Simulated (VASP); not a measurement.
Set up this calculation in VASP 6.6.1, as the native input.

* Task: relaxation of cell and atoms
* Functional: rev-vdW-DF2
* Potentials or basis: VASP PAW PBE potentials, release 64 (Cd)
* Cutoff: 600 eV
* k mesh: 10 × 10 × 10
* Occupations: fermi-dirac, width 0.05 eV
* Spin: no spin polarisation
* Further INCAR settings: ALGO = Normal; EDIFF = 1e-07; IBRION = 2; EDIFFG = -0.01; NSW = 40; ISIF = 3

The structure of Cd lies in POSCAR:

```
Cd
1.0
   -1.7843220000      1.7843220000      1.7843220000
    1.7843220000     -1.7843220000      1.7843220000
    1.7843220000      1.7843220000     -1.7843220000
Cd
1
Direct
    0.0000000000      0.0000000000      0.0000000000
```

This isn't the form of Cd at room conditions, which is hcp.

The input as run:

INCAR

```
SYSTEM = Cd
PREC = Accurate
ENCUT = 600
EDIFF = 1E-7
ISMEAR = -1
SIGMA = 0.05
LREAL = .False.
LASPH = .True.
NELM = 100
ALGO = Normal
ISIF = 3
LWAVE = .False.
LCHARG = .False.
GGA = MK
LUSE_VDW = .True.
AGGAC = 0.0
PARAM1 = 0.1234
PARAM2 = 0.711357
ZAB_VDW = -1.8867
IBRION = 2
NSW = 40
EDIFFG = -0.01
```

KPOINTS

```
Automatic mesh
0
Gamma
  10 10 10
  0 0 0
```

Potentials or basis: VASP PAW PBE potentials, release 64 (Cd).

Command:

```console
$ cat potpaw_PBE.64/Cd/POTCAR > POTCAR
$ mpirun -np 1 vasp_std > vasp.out
```

Results of the run:

```json
{
 "Relaxed volume": "22.62 Å³/atom",
 "Relaxed cell": "a = 3.086 Å, b = 3.086 Å, c = 3.086 Å, α = 109.47°, β = 109.47°, γ = 109.47°",
 "Space group after relaxing (to 0.05 Å)": "Im-3m (No. 229)",
 "Energy gained by relaxing": "0.1 meV/atom",
 "Ionic steps": "2",
 "Pressure after relaxing": "0.0 GPa",
 "Band gap on the k mesh": "none (metal or under the smearing width)"
}
```

Caveat: the PAW data sets were made with another functional, which shifts forces and pressure a little.

Run time: 53 s on 1 thread of Intel(R) Xeon(R) Platinum 8488C (Sapphire Rapids), with other jobs on the host, peak memory 0.33 GiB.
